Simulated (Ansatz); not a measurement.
Crystal: HgTe (Coloradoite).

```
Hg Te
1.0
     0.00000    3.21450    3.21450
     3.21450    0.00000    3.21450
     3.21450    3.21450    0.00000
Hg Te
1 1
Direct
  0.00000 0.00000 0.00000
  0.75000 0.75000 0.75000
```

Base run:

* Program: Ansatz 0.2.0
* Functional: PBE
* Potentials or basis: Ansatz PAW
* Cutoff: 420 eV (not typed: the program's choice for these potentials)
* k mesh: 10 × 10 × 10
* Occupations: fermi-dirac, width 0.05 eV
* Spin: no spin polarisation

Its results: band gap on the k mesh none (metal or under the smearing width); pressure 4.5 GPa.

Problem. After a change of settings the same cell gave: band gap on the k mesh none (metal or under the smearing width); pressure 5.0 GPa. Which change was it?
A. functional from PBE to RPBE; k mesh from 10 × 10 × 10 to 7 × 7 × 7
B. k mesh from 10 × 10 × 10 to 4 × 4 × 4
C. functional from PBE to r2SCAN; cutoff from 420 eV (not typed: the program's choice for these potentials) to 500 eV (not typed: the program's choice for these potentials); k mesh from 10 × 10 × 10 to 7 × 7 × 7
D. functional from PBE to revPBE; k mesh from 10 × 10 × 10 to 7 × 7 × 7

Solution. B.

Caveats: some runs use coarse meshes.

The runs don't all hold the same shells in valence.
